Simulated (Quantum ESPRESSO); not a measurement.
Tl:

```
CELL_PARAMETERS angstrom
3.45600 0.00000 0.00000
-1.72800 2.99298 0.00000
0.00000 0.00000 5.52500
ATOMIC_POSITIONS crystal
Tl 0.66667 0.33333 0.75000
Tl 0.33333 0.66667 0.25000
```

* Program: Quantum ESPRESSO 7.5
* Task: single point
* Functional: PBEsol
* Potentials or basis: GBRV 1.5 PBEsol
* Cutoff: 612 eV
* Density cutoff: 4898 eV
* k mesh: 9 × 9 × 5
* Occupations: fermi-dirac, width 0.05 eV
* Spin: no spin polarisation

On this cell: pressure -0.1 GPa; largest force under 0.003 eV/Å; band gap on the k mesh none (metal or under the smearing width).

The same run follows on a disturbed copy (atoms moved at random, drawn with an rms of 0.05 Å):

```
Tl
1.0
     3.45600    0.00000    0.00000
    -1.72800    2.99298    0.00000
     0.00000    0.00000    5.52500
Tl
2
Direct
  0.66750 0.31964 0.74125
  0.32903 0.66275 0.24287
```

Question: What changes?

Answer: The energy (extrapolated to zero smearing) moves by +0.1 meV/atom; pressure -0.1 GPa; largest force 0.027 eV/Å; band gap on the k mesh none (metal or under the smearing width).

Forces on the atoms (eV/Å):
```
Tl  -0.006  0.006  0.025
Tl   0.006 -0.006 -0.025
```

Stress tensor (GPa, compression positive):
```
-0.61  0.15  0.00
 0.15 -0.37  0.00
 0.00  0.00  0.79
```
